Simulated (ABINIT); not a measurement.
# Ge (Fd-3m) in ABINIT: a series of runs

One crystal, Ge, is run at these levels: RPBE, AM05, BLYP, LDA-Teter, PBEsol+D3; tasks: equation of state.

All numbers are computed with ABINIT 10.8.3 (patched build); they aren't measurements. Logs are shortened: lines on timing, memory, paths and dates and some standing lists are left out, and cuts for length are marked. The log counts tension as positive stress, the text compression.

**The experiment to reproduce.**

“Sub-monolayer structures of Ag overlayers on Ge(111): experimental observations and first-principles study”, 2019, arxiv:1908.00180 quotes, for a bulk crystal of Ge: bulk modulus 75.8 GPa.

How close the calculation comes is told below.

### Step 1. The structure

Symmetry: Fd-3m, No. 227, cubic system. The conventional cell has a = 5.658 Å, b = 5.658 Å, c = 5.658 Å, α = 90.00°, β = 90.00°, γ = 90.00°. Around Ge (site symmetry -43m) lie 4 Ge at 2.45 Å.

### Step 2. Equation of state, RPBE

Contents of run.abi:

```
ndtset 7
getwfk -1
scalecart1 3*0.9795861087
scalecart2 3*0.9864848297
scalecart3 3*0.9932883884
scalecart4 3*1.0000000000
scalecart5 3*1.0066227096
scalecart6 3*1.0131594038
scalecart7 3*1.0196128224

pp_dirpath "./"
pseudos "Ge.upf"

acell 3*1.0
rprim
     0.0000000000     5.3458651312     5.3458651312
     5.3458651312     0.0000000000     5.3458651312
     5.3458651312     5.3458651312     0.0000000000
ntypat 1
znucl 32
natom 2
typat 1 1
xred
     0.7500000000     0.7500000000     0.7500000000
     0.5000000000     0.5000000000     0.5000000000

ecut 1088.455450 eV

kptopt 1
ngkpt 8 8 8
nshiftk 1
shiftk 0.0 0.0 0.0

ixc 15

nband 18
occopt 3
tsmear 0.05 eV

nstep 100
tolvrs 1.0e-10

iomode 3
prtwf 1
prtden 0
prteig 0
prtebands 0
enunit 1
```

Potentials or basis: PseudoDojo NC SR PBE v0.4.1 standard.

Launch:

```sh
$ abinit run.abi > log 2>&1
```

run.abo:

```text
.Version 10.8.3 of ABINIT
 DATASET    1 : space group Fd -3 m (#227); Bravais cF (face-center cubic)
================================================================================
 Values of the parameters that define the memory need for DATASET  1.
     intxc =       0    ionmov =       0      iscf =       7    lmnmax =       6
     lnmax =       6     mgfft =      45  mpssoang =       3    mqgrid =    3001
     natom =       2  nloc_mem =       1    nspden =       1   nspinor =       1
    nsppol =       1      nsym =      48    n1xccc =    2501    ntypat =       1
    occopt =       3   xclevel =       2
       mpw =        3511          nfft =       91125          nkpt =          29
================================================================================
================================================================================
[... 61 lines left out ...]
 DATASET    7 : space group Fd -3 m (#227); Bravais cF (face-center cubic)
================================================================================
 Values of the parameters that define the memory need for DATASET  7.
     intxc =       0    ionmov =       0      iscf =       7    lmnmax =       6
     lnmax =       6     mgfft =      45  mpssoang =       3    mqgrid =    3001
     natom =       2  nloc_mem =       1    nspden =       1   nspinor =       1
    nsppol =       1      nsym =      48    n1xccc =    2501    ntypat =       1
    occopt =       3   xclevel =       2
       mpw =        3944          nfft =       91125          nkpt =          29
================================================================================
================================================================================

--------------------------------------------------------------------------------
------------- Echo of variables that govern the present computation ------------
--------------------------------------------------------------------------------
 -outvars: echo values of preprocessed input variables --------
            acell      1.0000000000E+00  1.0000000000E+00  1.0000000000E+00 Bohr
              amu      7.26100000E+01
             ecut      4.00000000E+01 Hartree
           enunit           1
           getwfk          -1
              ixc          15
           jdtset        1    2    3    4    5    6    7
         kptrlatt        8    0    0      0    8    0      0    0    8
          kptrlen1     5.92468958E+01
          kptrlen2     5.96641412E+01
          kptrlen3     6.00756310E+01
          kptrlen4     6.04815598E+01
          kptrlen5     6.08821116E+01
          kptrlen6     6.12774610E+01
          kptrlen7     6.16677739E+01
            natom           2
            nband          18
           ndtset           7
            ngfft          45      45      45
             nkpt          29
            nstep         100
             nsym          48
           ntypat           1
           occopt           3
           prtden           0
        prtebands           0
           prteig           0
            rprim1     0.0000000000E+00  5.2367352215E+00  5.2367352215E+00
                       5.2367352215E+00  0.0000000000E+00  5.2367352215E+00
                       5.2367352215E+00  5.2367352215E+00  0.0000000000E+00
            rprim2     0.0000000000E+00  5.2736148536E+00  5.2736148536E+00
                       5.2736148536E+00  0.0000000000E+00  5.2736148536E+00
                       5.2736148536E+00  5.2736148536E+00  0.0000000000E+00
            rprim3     0.0000000000E+00  5.3099857608E+00  5.3099857608E+00
                       5.3099857608E+00  0.0000000000E+00  5.3099857608E+00
                       5.3099857608E+00  5.3099857608E+00  0.0000000000E+00
            rprim4     0.0000000000E+00  5.3458651312E+00  5.3458651312E+00
                       5.3458651312E+00  0.0000000000E+00  5.3458651312E+00
                       5.3458651312E+00  5.3458651312E+00  0.0000000000E+00
            rprim5     0.0000000000E+00  5.3812692435E+00  5.3812692435E+00
                       5.3812692435E+00  0.0000000000E+00  5.3812692435E+00
                       5.3812692435E+00  5.3812692435E+00  0.0000000000E+00
            rprim6     0.0000000000E+00  5.4162135291E+00  5.4162135291E+00
                       5.4162135291E+00  0.0000000000E+00  5.4162135291E+00
                       5.4162135291E+00  5.4162135291E+00  0.0000000000E+00
            rprim7     0.0000000000E+00  5.4507126346E+00  5.4507126346E+00
                       5.4507126346E+00  0.0000000000E+00  5.4507126346E+00
                       5.4507126346E+00  5.4507126346E+00  0.0000000000E+00
          spgroup         227
           tolvrs      1.00000000E-10
           tsmear      1.83746611E-03 Hartree
            typat      1  1
           xangst1     4.1567414053E+00  4.1567414053E+00  4.1567414053E+00
                       2.7711609369E+00  2.7711609369E+00  2.7711609369E+00
           xangst2     4.1860151965E+00  4.1860151965E+00  4.1860151965E+00
                       2.7906767977E+00  2.7906767977E+00  2.7906767977E+00
           xangst3     4.2148851794E+00  4.2148851794E+00  4.2148851794E+00
                       2.8099234529E+00  2.8099234529E+00  2.8099234529E+00
           xangst4     4.2433649971E+00  4.2433649971E+00  4.2433649971E+00
                       2.8289099981E+00  2.8289099981E+00  2.8289099981E+00
           xangst5     4.2714675712E+00  4.2714675712E+00  4.2714675712E+00
                       2.8476450475E+00  2.8476450475E+00  2.8476450475E+00
           xangst6     4.2992051506E+00  4.2992051506E+00  4.2992051506E+00
                       2.8661367671E+00  2.8661367671E+00  2.8661367671E+00
           xangst7     4.3265893612E+00  4.3265893612E+00  4.3265893612E+00
                       2.8843929075E+00  2.8843929075E+00  2.8843929075E+00
            xcart1     7.8551028323E+00  7.8551028323E+00  7.8551028323E+00
                       5.2367352215E+00  5.2367352215E+00  5.2367352215E+00
            xcart2     7.9104222803E+00  7.9104222803E+00  7.9104222803E+00
                       5.2736148536E+00  5.2736148536E+00  5.2736148536E+00
            xcart3     7.9649786412E+00  7.9649786412E+00  7.9649786412E+00
                       5.3099857608E+00  5.3099857608E+00  5.3099857608E+00
            xcart4     8.0187976968E+00  8.0187976968E+00  8.0187976968E+00
                       5.3458651312E+00  5.3458651312E+00  5.3458651312E+00
            xcart5     8.0719038653E+00  8.0719038653E+00  8.0719038653E+00
                       5.3812692435E+00  5.3812692435E+00  5.3812692435E+00
            xcart6     8.1243202937E+00  8.1243202937E+00  8.1243202937E+00
                       5.4162135291E+00  5.4162135291E+00  5.4162135291E+00
            xcart7     8.1760689519E+00  8.1760689519E+00  8.1760689519E+00
                       5.4507126346E+00  5.4507126346E+00  5.4507126346E+00
             xred      7.5000000000E-01  7.5000000000E-01  7.5000000000E-01
                       5.0000000000E-01  5.0000000000E-01  5.0000000000E-01
            znucl       32.00000

================================================================================

 chkinp: Checking input parameters for consistency, jdtset=   1.

 chkinp: Checking input parameters for consistency, jdtset=   2.

 chkinp: Checking input parameters for consistency, jdtset=   3.

 chkinp: Checking input parameters for consistency, jdtset=   4.
[... 22 lines left out ...]
 Real(R)+Recip(G) space primitive vectors, cartesian coordinates (Bohr,Bohr^-1):
 R(1)=  0.0000000  5.2367352  5.2367352  G(1)= -0.0954793  0.0954793  0.0954793
 R(2)=  5.2367352  0.0000000  5.2367352  G(2)=  0.0954793 -0.0954793  0.0954793
 R(3)=  5.2367352  5.2367352  0.0000000  G(3)=  0.0954793  0.0954793 -0.0954793
 Unit cell volume ucvol=  2.8721813E+02 bohr^3
 Angles (23,13,12)=  6.00000000E+01  6.00000000E+01  6.00000000E+01 degrees

 getcut: wavevector=  0.0000  0.0000  0.0000  ngfft=  45  45  45
         ecut(hartree)=     40.000   => boxcut(ratio)=   2.08681

--- Pseudopotential description ------------------------------------------------
- pspini: atom type   1  psp file is ./Ge.upf
12 -101130 2 -1 1560                          pspcod,pspxc,lmax,lloc,mmax
     nproj     2     2     2

   1.73103769E+03                                ecore*ucvol(ha*bohr**3)
--------------------------------------------------------------------------------

================================================================================

--- !BeginCycle
iteration_state: {dtset: 1, }
solver: {iscf: 7, nstep: 100, nline: 4, wfoptalg: 0, }
tolerances: {tolvrs: 1.00E-10, }
...

     iter   Etot(hartree)      deltaE(h)  residm     vres2
 ETOT  1  -177.16473097547    -1.772E+02 1.064E+00 9.396E+01
 ETOT  2  -178.73562859523    -1.571E+00 1.338E-01 1.584E+02
 ETOT  3  -178.75333138657    -1.770E-02 1.021E-02 3.713E+01
 ETOT  4  -178.75769987662    -4.368E-03 2.242E-02 3.413E+00
 ETOT  5  -178.75813166958    -4.318E-04 4.036E-04 1.008E-02
 ETOT  6  -178.75813197523    -3.056E-07 5.310E-05 1.251E-03
 ETOT  7  -178.75813202280    -4.757E-08 1.652E-05 4.521E-04
 ETOT  8  -178.75813207947    -5.668E-08 7.788E-07 4.921E-07
 ETOT  9  -178.75813207954    -6.693E-11 8.307E-07 1.644E-08
 ETOT 10  -178.75813207955    -8.669E-12 5.325E-08 2.782E-11
[... 993 lines left out ...]
 Cartesian components of stress tensor (hartree/bohr^3)
  sigma(1 1)= -6.83630818E-05  sigma(3 2)=  0.00000000E+00
  sigma(2 2)= -6.83630818E-05  sigma(3 1)=  0.00000000E+00
  sigma(3 3)= -6.83630818E-05  sigma(2 1)=  0.00000000E+00

-Cartesian components of stress tensor (GPa)         [Pressure=  2.0113E+00 GPa]
- sigma(1 1)= -2.01131131E+00  sigma(3 2)=  0.00000000E+00
- sigma(2 2)= -2.01131131E+00  sigma(3 1)=  0.00000000E+00
- sigma(3 3)= -2.01131131E+00  sigma(2 1)=  0.00000000E+00

== END DATASET(S) ==============================================================
================================================================================

 -outvars: echo values of variables after computation  --------
            acell      1.0000000000E+00  1.0000000000E+00  1.0000000000E+00 Bohr
           etotal1    -1.7875813208E+02
           etotal2    -1.7876038619E+02
           etotal3    -1.7876221659E+02
           etotal4    -1.7876366728E+02
           etotal5    -1.7876478367E+02
           etotal6    -1.7876560376E+02
           etotal7    -1.7876615090E+02
            fcart1    -1.0283679083E-28 -8.8250158078E-46  8.8250158078E-46
                       1.0283679083E-28  8.8250158078E-46 -8.8250158078E-46
            fcart2    -4.0847051564E-28  1.0211762891E-28  3.0635288673E-28
                       4.0847051564E-28 -1.0211762891E-28 -3.0635288673E-28
            fcart3    -1.6226907382E-27  6.0850902683E-28  8.1134536911E-28
                       1.6226907382E-27 -6.0850902683E-28 -8.1134536911E-28
            fcart4    -8.0589993412E-28  4.0294996706E-28  4.0294996706E-28
                       8.0589993412E-28 -4.0294996706E-28 -4.0294996706E-28
            fcart5     3.9091689811E-28 -5.0350096477E-28  6.0357569069E-28
                      -3.9091689811E-28  5.0350096477E-28 -6.0357569069E-28
            fcart6    -8.9486158100E-28  9.9429064555E-29  2.9828719367E-28
                       8.9486158100E-28 -9.9429064555E-29 -2.9828719367E-28
            fcart7     5.2430758468E-45 -5.9279849891E-28  7.9039799855E-28
                      -5.2430758468E-45  5.9279849891E-28 -7.9039799855E-28
            rprim1     0.0000000000E+00  5.2367352215E+00  5.2367352215E+00
[... 30 lines left out ...]
           strten6    -1.1103106846E-04 -1.1103106846E-04 -1.1103106846E-04
                       0.0000000000E+00  0.0000000000E+00  0.0000000000E+00
           strten7    -6.8363081842E-05 -6.8363081842E-05 -6.8363081842E-05
                       0.0000000000E+00  0.0000000000E+00  0.0000000000E+00
           xangst1     4.1567414053E+00  4.1567414053E+00  4.1567414053E+00
                       2.7711609369E+00  2.7711609369E+00  2.7711609369E+00
           xangst2     4.1860151965E+00  4.1860151965E+00  4.1860151965E+00
                       2.7906767977E+00  2.7906767977E+00  2.7906767977E+00
           xangst3     4.2148851794E+00  4.2148851794E+00  4.2148851794E+00
                       2.8099234529E+00  2.8099234529E+00  2.8099234529E+00
           xangst4     4.2433649971E+00  4.2433649971E+00  4.2433649971E+00
                       2.8289099981E+00  2.8289099981E+00  2.8289099981E+00
           xangst5     4.2714675712E+00  4.2714675712E+00  4.2714675712E+00
                       2.8476450475E+00  2.8476450475E+00  2.8476450475E+00
           xangst6     4.2992051506E+00  4.2992051506E+00  4.2992051506E+00
                       2.8661367671E+00  2.8661367671E+00  2.8661367671E+00
           xangst7     4.3265893612E+00  4.3265893612E+00  4.3265893612E+00
                       2.8843929075E+00  2.8843929075E+00  2.8843929075E+00
             xred      7.5000000000E-01  7.5000000000E-01  7.5000000000E-01
                       5.0000000000E-01  5.0000000000E-01  5.0000000000E-01
 Calculation completed.
```

Run time: 4 min. Hardware: 1 thread of Intel Xeon 6975P-C (Granite Rapids), shared host; peak memory 0.14 GiB.

Results:

* Equilibrium volume: 24.90 Å³/atom (rough: see the caveat)
* Bulk modulus: 50 GPa (rough)

Energy against volume, from the lowest point:
| volume (Å³/atom) | energy (meV/atom) |
| --- | --- |
| 21.281 | 109.10 |
| 21.733 | 78.43 |
| 22.186 | 53.53 |
| 22.639 | 33.79 |
| 23.092 | 18.60 |
| 23.545 | 7.44 |
| 23.997 | 0.00 |

Caveat: pressures at fixed basis lie under the slope of the energies; the minimum lies outside the volumes run; the potentials were made for another functional, which shifts forces and pressure.

### Step 3. Equation of state, AM05

Contents of run.abi:

```
# Datasets: one volume each
ndtset 7
getwfk -1
scalecart1 3*0.9795861087
scalecart2 3*0.9864848297
scalecart3 3*0.9932883884
scalecart4 3*1.0000000000
scalecart5 3*1.0066227096
scalecart6 3*1.0131594038
scalecart7 3*1.0196128224

# Pseudopotentials
pp_dirpath "./"
pseudos "Ge.GGA_PBE-JTH.xml"

# Structure
acell 7.5601949712 7.5601949712 7.5601949712
rprim
     0.0000000000     0.7071067812     0.7071067812
     0.7071067812     0.0000000000     0.7071067812
     0.7071067812     0.7071067812     0.0000000000
ntypat 1
znucl 32
natom 2
typat 1 1
xred
     0.7500000000     0.7500000000     0.7500000000
     0.5000000000     0.5000000000     0.5000000000

# Plane-wave basis
ecut 598.650497 eV
pawecutdg 44.0
pawxcdev 0

# k points
kptopt 1
ngkpt 8 8 8
nshiftk 1
shiftk 0.0 0.0 0.0

# Exchange and correlation
ixc -120135

# Bands and occupations
nband 18
occopt 3
tsmear 0.00183747

# SCF cycle
nstep 100
tolvrs 1.0e-9

# Output
iomode 3
prtwf 1
prtden 0
prteig 0
prtebands 0
enunit 2
```

Potentials or basis: JTH PAW PBE v2.0.

Launch:

```sh
$ abinit run.abi > log 2>&1
```

Wall time 2.2 min (1 thread of Intel Xeon 6975P-C (Granite Rapids), shared host); peak memory 0.17 GiB.

It converged, with:

| Item | Value |
| --- | --- |
| Equilibrium volume | 22.95 Å³/atom |
| Bulk modulus | 65 GPa |
| Pressure derivative of the bulk modulus | 4.8 |

Energy against volume, from the lowest point:
```
volume (Å³/atom)  energy (meV/atom)
          21.281              28.11
          21.733              14.27
          22.186               5.24
          22.639               0.70
          23.092               0.00
          23.545               2.75
          23.997               8.66
```

Caveat: pressures at fixed basis lie under the slope of the energies; the PAW data sets were made with another functional, which shifts forces and pressure a little; the atomic spheres overlap.

[end of part 1 of 2]
